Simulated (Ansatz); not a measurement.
**Straining Zr3Si2**

Method: Ansatz 0.2.0, DFT PBEsol, scalar-relativistic, plane waves, PAW. (420 eV cutoff, 6×6×10 k-mesh, Gaussian smearing of 0.10 eV, no spin polarisation)

The relaxed crystal:

```yaml
crystal:
  lattice:
    - [7.06558, 0.00000, 0.00000]
    - [0.00000, 7.06558, 0.00000]
    - [0.00000, 0.00000, 3.64449]
  atoms:
    - { symbol: Zr, position: [0.17448, 0.67448, 0.50000] }
    - { symbol: Zr, position: [0.82552, 0.32552, 0.50000] }
    - { symbol: Zr, position: [0.32552, 0.17448, 0.50000] }
    - { symbol: Zr, position: [0.67448, 0.82552, 0.50000] }
    - { symbol: Zr, position: [0.00000, 0.00000, 0.00000] }
    - { symbol: Zr, position: [0.50000, 0.50000, 0.00000] }
    - { symbol: Si, position: [0.62239, 0.12239, 0.00000] }
    - { symbol: Si, position: [0.37761, 0.87761, 0.00000] }
    - { symbol: Si, position: [0.87761, 0.62239, 0.00000] }
    - { symbol: Si, position: [0.12239, 0.37761, 0.00000] }
```

Deformation: all cell vectors scaled alike, the atoms relaxed, all within the symmetry that the strain leaves. Energies are extrapolated to zero smearing.

```tsv
strain (%)	ΔE (meV/atom)	a (Å)	b (Å)	c (Å)
-2.0	30.9	6.924	6.924	3.572
-1.0	7.5	6.995	6.995	3.608
+0.0	0.0	7.066	7.066	3.644
+1.0	7.1	7.136	7.136	3.681
+2.0	27.6	7.207	7.207	3.717
```

**Question.** What stiffness (1/V) d²E/dε² at zero strain does a cubic fit over all points give?

**Answer.** A cubic fit gives (1/V) d²E/dε² = 1288 GPa at zero strain (nine times the bulk modulus at fixed shape).

Cost: 5 runs of about 27 core-minutes in all, on AMD EPYC (Zen 3) (shared hosts).